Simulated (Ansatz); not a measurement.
Cu2O (Cuprite):

```
CELL_PARAMETERS angstrom
4.26000 0.00000 0.00000
0.00000 4.26000 0.00000
0.00000 0.00000 4.26000
ATOMIC_POSITIONS crystal
Cu 0.75000 0.25000 0.75000
Cu 0.75000 0.75000 0.25000
Cu 0.25000 0.75000 0.75000
Cu 0.25000 0.25000 0.25000
O 0.50000 0.50000 0.50000
O 0.00000 0.00000 0.00000
```

Base run:

- Program: Ansatz 0.2.0
- Functional: RPBE
- Potentials or basis: Ansatz PAW
- Cutoff: 420 eV (not typed: the program's choice for these potentials)
- k mesh: 6 × 6 × 6
- Occupations: fermi-dirac, width 0.05 eV
- Spin: no spin polarisation

Its results: band gap on the k mesh 0.54 eV, direct; pressure 7.6 GPa.

Task: After a change of settings the same cell gave: band gap on the k mesh 0.54 eV, direct; pressure 6.4 GPa. Which change was it?
A. functional from RPBE to PBE; occupations from fermi-dirac, width 0.05 eV to gaussian, width 0.015 eV
B. functional from RPBE to LDA
C. functional from RPBE to revPBE
D. occupations from fermi-dirac, width 0.05 eV to gaussian, width 0.02 eV

Result: C.

Caveats: the PAW data sets come from PBE, with cores solved anew for the run's functional, which leaves a small shift of forces and pressure.
